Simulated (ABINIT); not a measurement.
Crystal: La.

```
La
1.0
     3.75000    0.00000    0.00000
    -1.87500    3.24760    0.00000
     0.00000    0.00000    6.07000
La
2
Cartesian
  1.8750 1.0825 4.5525
  0.0000 2.1651 1.5175
```

This isn't the form of La at room conditions, which is double hcp.

```yaml
Program: ABINIT 10.8.3 (patched build)
Task: single point
Functional: PBE
Potentials_or_basis: JTH PAW PBE v2.0
Cutoff: 544 eV
k_mesh: 8 × 8 × 5
Occupations: fermi-dirac, width 0.05 eV
Spin: no spin polarisation
```

On this cell: pressure 0.8 GPa; largest force under 0.003 eV/Å; band gap on the k mesh none (metal or under the smearing width).

The same run follows on a disturbed copy (atoms moved at random, drawn with an rms of 0.05 Å):

```
La
1.0
     3.75000    0.00000    0.00000
    -1.87500    3.24760    0.00000
     0.00000    0.00000    6.07000
La
2
Direct
  0.66078 0.31229 0.74326
  0.33264 0.65901 0.25161
```

Task: What does the disturbed cell give?

Result: The energy (extrapolated to zero smearing) moves by +0.9 meV/atom; pressure 0.8 GPa; largest force 0.079 eV/Å; band gap on the k mesh none (metal or under the smearing width).

Forces on the atoms (eV/Å):
```
La   0.000  0.000  0.079
La   0.000  0.000 -0.079
```

Stress tensor (GPa, compression positive):
```
0.81 0.00 0.00
0.00 0.95 0.02
0.00 0.02 0.60
```
